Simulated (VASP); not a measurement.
# ZnS (F-43m) in VASP: notebook, part 2 of 2

VASP 6.6.1. Earlier steps stand in the parts before.

## 5. Single point, HSE06

This run uses another cell than the first one: it holds 2 atoms, not 16.

Input file POSCAR:

```
ZnS
1.0
    0.0000000000      2.7020000000      2.7020000000
    2.7020000000      0.0000000000      2.7020000000
    2.7020000000      2.7020000000      0.0000000000
Zn S
1 1
Direct
    0.7500000000      0.7500000000      0.7500000000
    0.0000000000      0.0000000000      0.0000000000
```

Input file INCAR.step1:

```
  PREC = Accurate
  ENCUT = 280
  EDIFF = 1E-5
  ISMEAR = 0
  SIGMA = 0.01
  LREAL = False
  LASPH = True
  NELM = 100
  ALGO = Normal
  ISIF = 2
  LWAVE = True
  NKRED = 1
  NBANDS = 17
  GGA = PE
```

Input file INCAR.step2:

```
  PREC = Accurate
  ENCUT = 280
  EDIFF = 1E-6
  ISMEAR = 0
  SIGMA = 0.01
  LREAL = False
  LASPH = True
  NELM = 100
  ALGO = Normal
  ISIF = 2
  LWAVE = False
  LCHARG = False
  GGA = PE
  LHFCALC = True
  HFSCREEN = 0.2
  PRECFOCK = Fast
  NKRED = 1
  NBANDS = 17
  ISTART = 1
```

Input file KPOINTS:

```
Automatic mesh
0
Gamma
  3 3 3
```

Potentials or basis: VASP PAW PBE potentials, release 64 (Zn, S).

The run is started by

```sh
> cat potpaw_PBE.64/Zn/POTCAR potpaw_PBE.64/S/POTCAR > POTCAR
> cp INCAR.step1 INCAR
> mpirun -np 1 vasp_std > vasp.out
> cp INCAR.step2 INCAR
> mpirun -np 1 vasp_std > vasp.out
```

OUTCAR:

```text
PREC = Accurate
   ENCUT = 280
   EDIFF = 1E-6
   ISMEAR = 0
   LREAL = False
   LASPH = True
   NELM = 100
   ISIF = 2
   GGA = PE
   LHFCALC = True
   HFSCREEN = 0.2
   PRECFOCK = Fast
   NKRED = 1
   ISTART = 1

 Found      4 irreducible k-points:

 Following reciprocal coordinates:
            Coordinates               Weight
  0.000000  0.000000  0.000000      1.000000
  0.333333  0.000000  0.000000      8.000000
  0.333333  0.333333  0.000000      6.000000
 -0.333333  0.333333  0.000000     12.000000
   k-points           NKPTS =      4   k-points in BZ     NKDIM =     27   number of bands    NBANDS=     17
   number of dos      NEDOS =    301   number of ions     NIONS =      2
   total plane-waves  NPLWV =  13824
   dimension x,y,z NGX =    24 NGY =   24 NGZ =   24
   dimension x,y,z NGXF=    48 NGYF=   48 NGZF=   48
   ions per type =               1   1
   NGX,Y,Z   is equivalent  to a cutoff of  10.44, 10.44, 10.44 a.u.
   NGXF,Y,Z  is equivalent  to a cutoff of  20.88, 20.88, 20.88 a.u.
 SYSTEM =  unknown system
   PREC   = accura    normal or accurate (medium, high low for compatibility)
   ISTART =      1    job   : 0-new  1-cont  2-samecut
   ICHARG =      0    charge: 1-file 2-atom 10-const
   ISPIN  =      1    spin polarized calculation?
   LNONCOLLINEAR =      F non collinear calculations
   LSORBIT =      F    spin-orbit coupling
   LASPH  =      T    aspherical Exc in radial PAW
   ENCUT  =  280.0 eV  20.58 Ry    4.54 a.u.   5.21  5.21  5.21*2*pi/ulx,y,z
   NELM   =    100;   NELMIN=  2; NELMDL=  0     # of ELM steps
   EDIFF  = 0.1E-05   stopping-criterion for ELM
   LREAL  =      F    real-space projection
   EDIFFG = 0.1E-04   stopping-criterion for IOM
   NSW    =      0    number of steps for IOM
   IBRION =     -1    ionic relax: 0-MD 1-quasi-New 2-CG
   NFREE  =      0    steps in history (QN), initial steepest desc. (CG)
   ISIF   =      2    stress and relaxation
   ISYM   =      3    0-nonsym 1-usesym 2-fastsym
   POTIM  = 0.5000    time-step for ionic-motion
   TEBEG  =    0.0;   TEEND  =   0.0 temperature during run
   PSTRESS=    0.0 pullay stress
   NELECT =      18.0000    total number of electrons
   NUPDOWN=      -1.0000    fix difference up-down
   EMIN   =  10.00;   EMAX   =-10.00  energy-range for DOS
   EFERMI =   0.00;   METHOD = LEGACY
   ISMEAR =     0;   SIGMA  =   0.01  broadening in eV -4-tet -1-fermi 0-gaus
   EFERMI_NEDOS =   21; number of points for ismear=-14 and -15
   IALGO  =     38    algorithm
   IMIX   =      1    mixing-type and parameters
     AMIX     =   0.40;   BMIX     =  1.00
     AMIX_MAG =   1.60;   BMIX_MAG =  1.00
  volume/ion in A,a.u.               =      19.73       133.12
  Fermi-wavevector in a.u.,A,eV,Ry     =   1.260290  2.381602 21.610537  1.588330
  Thomas-Fermi vector in A             =   2.393807
   LORBIT       =      0    0 simple, 1 ext, 2 COOP (PROOUT), +10 PAW based schemes
   GGA     = PE    functional components
   LHFCALC =     T    Hartree Fock is set to
   PRECFOCK=fast      Normal, Fast or Accurate (Low or Medium for compatibility)
   ENCUT4O =  -1.0   cutoff for four orbital integrals eV
   NKREDX  =     1    reduce k-point grid by
   NKREDY  =     1    reduce k-point grid by
   NKREDZ  =     1    reduce k-point grid by
   AEXX    =    0.2500 exact exchange contribution
   HFSCREEN=    0.2000 screening length (either q_TF or 0.3 A-1)
   HFSCREENC=   0.2000 screening length for correlation (either q_TF or 0.3 A-1)
   ENCUTFOCK=  -1.0 apply spherical cutoff to Coloumb kernel
   IVDW    =     0    specifies the selected vdW correction
   LEPSILON=     F    determine dielectric tensor
   LRPA    =     F    only Hartree local field effects (RPA)
 non-spin polarized calculation
 Gauss-broadening in eV      SIGMA  =   0.01
  energy-cutoff  :      280.00
  volume of cell :       39.45
 maximum number of plane-waves:       432
 NGX is ok and might be reduce to    24
  NGX = 12; NGY = 12; NGZ = 12

 number of electron      17.9999961 magnetization

 Free energy of the ion-electron system (eV)
  ---------------------------------------------------
  ext. energy  EPLUGINS =         0.00000000
  ---------------------------------------------------
  free energy    TOTEN  =        -8.18875401 eV

  energy without entropy =       -8.18875401  energy(sigma->0) =       -8.18875401

 E-fermi :   1.4845     XC(G=0):  -7.9311

 val. band max:        1.4145535092   @ k =   0.0000   0.0000   0.0000
 cond. band min:       4.8171134493   @ k =   0.0000   0.0000   0.0000
 fundamental gap:      3.4025599401
 Fermi energy:         1.4845043843

 k-point     1 :       0.0000    0.0000    0.0000
  band No.  band energies     occupation
      1     -12.8699      2.00000
      2      -6.4655      2.00000
      3      -6.4648      2.00000
      4      -6.4648      2.00000
      5      -6.0223      2.00000
      6      -6.0223      2.00000
[... 9 lines left out ...]
     16      14.8249      0.00000
     17      17.3727      0.00000

 k-point     2 :       0.3333    0.0000    0.0000
  band No.  band energies     occupation
      1     -12.1586      2.00000
      2      -6.3777      2.00000
      3      -6.3771      2.00000
      4      -6.1883      2.00000
      5      -6.0126      2.00000
      6      -6.0126      2.00000
[... 9 lines left out ...]
     16      14.6370      0.00000
     17      20.4157      0.00000

 k-point     3 :       0.3333    0.3333    0.0000
  band No.  band energies     occupation
      1     -11.9215      2.00000
      2      -6.3783      2.00000
      3      -6.2491      2.00000
      4      -6.2486      2.00000
      5      -6.0025      2.00000
      6      -5.9714      2.00000
[... 9 lines left out ...]
     16      20.1230      0.00000
     17      20.3595      0.00000

 k-point     4 :      -0.3333    0.3333    0.0000
  band No.  band energies     occupation
      1     -11.6320      2.00000
      2      -6.3248      2.00000
      3      -6.2430      2.00000
      4      -6.0786      2.00000
      5      -6.0095      2.00000
      6      -5.6565      2.00000
[... 9 lines left out ...]
     16      19.6566      0.00000
     17      20.3138      0.00000

------------------------ aborting loop because EDIFF is reached ----------------------------------------

  FORCE on cell =-STRESS in cart. coord.  units (eV):
  Direction    XX          YY          ZZ          XY          YZ          ZX
  --------------------------------------------------------------------------------------
  -------------------------------------------------------------------------------------
  Total        0.2491881      0.2491881      0.2491881      0.0000000      0.0000000      0.0000000
  in kB       10.1193311     10.1193311     10.1193311      0.0000000      0.0000000      0.0000000
  external PRESSURE =      10.1193311 kB  Pullay stress =       0.0000000 kB

 VOLUME and BASIS-vectors are now :
 -----------------------------------------------------------------------------
  energy-cutoff  :      280.00
  volume of cell :       39.45
      direct lattice vectors                 reciprocal lattice vectors
     0.000000000  2.702000000  2.702000000    -0.185048113  0.185048113  0.185048113
     2.702000000  0.000000000  2.702000000     0.185048113 -0.185048113  0.185048113
     2.702000000  2.702000000  0.000000000     0.185048113  0.185048113 -0.185048113

 POSITION                                       TOTAL-FORCE (eV/Angst)
 -----------------------------------------------------------------------------------
      4.05300      4.05300      4.05300         0.000000      0.000000     -0.000000
      0.00000      0.00000      0.00000        -0.000000     -0.000000      0.000000
 -----------------------------------------------------------------------------------
    total drift:                                0.000419      0.000280      0.000219

  FREE ENERGIE OF THE ION-ELECTRON SYSTEM (eV)
  ---------------------------------------------------
  free  energy   TOTEN  =        -8.1887540050 eV

  energy  without entropy=       -8.1887540050  energy(sigma->0) =       -8.18875401
```

Wall time 49 s (1 thread of Intel Xeon Platinum 8175M at 2.50GHz (Skylake/Cascade Lake), shared host); peak memory 0.23 GiB.

These settings aren't checked as converged: the numbers below hold their error.

Results:

```
Free energy            : -8.1888 eV
Band gap on the k mesh : 3.40 eV, direct
```

Caveat: the k mesh is coarse (spacing up to 0.67 Å⁻¹), so the values aren't converged, least of all with exact exchange; the cutoff is under 1.25 times the usual one of these potentials, so pressure, stress and relaxed cells hold a basis-set (Pulay) error; the PAW data sets were made with another functional, which shifts forces and pressure a little.

## 6. Single point, HSE06

This run uses another cell than the first one: it holds 2 atoms, not 16.

POSCAR is that of step 5.

INCAR.step1: that of step 5 with these lines changed.

```diff
@@ -1,3 +1,3 @@
   PREC = Accurate
-  ENCUT = 280
+  ENCUT = 340
   EDIFF = 1E-5
```

INCAR.step2: that of step 5 with these lines changed.

```diff
@@ -1,3 +1,3 @@
   PREC = Accurate
-  ENCUT = 280
+  ENCUT = 340
   EDIFF = 1E-6
```

KPOINTS is that of step 5.

Potentials or basis: VASP PAW PBE potentials, release 64 (Zn, S).

The run is started by

```sh
> cat potpaw_PBE.64/Zn/POTCAR potpaw_PBE.64/S/POTCAR > POTCAR
> cp INCAR.step1 INCAR
> mpirun -np 1 vasp_std > vasp.out
> cp INCAR.step2 INCAR
> mpirun -np 1 vasp_std > vasp.out
```

It took 49 s on 1 thread of Intel Xeon Platinum 8175M at 2.50GHz (Skylake/Cascade Lake), shared host; peak memory 0.23 GiB.

The run converged, but some of its settings lie outside the range that counts as converged, so its numbers aren't taken as properties of the crystal.

Results:

| Property | Result |
| --- | --- |
| Free energy | -8.2053 eV |
| Pressure | 1.8 GPa |
| Band gap on the k mesh | 3.41 eV, direct |

Caveat: the k mesh is coarse (spacing up to 0.67 Å⁻¹), so the values aren't converged, least of all with exact exchange; the cutoff is under 1.25 times the usual one of these potentials, so pressure, stress and relaxed cells hold a basis-set (Pulay) error; the PAW data sets were made with another functional, which shifts forces and pressure a little.

## 7. For comparison

An earlier run on the cell as given: functional PBEsol; potentials or basis VASP PAW PBE potentials, release 64 (Zn, S); cutoff 520 eV; k mesh 9 × 9 × 9; occupations fermi-dirac, width 0.05 eV; no spin polarisation.

* Pressure: -1.8 GPa
* Band gap on the k mesh: 1.98 eV, direct
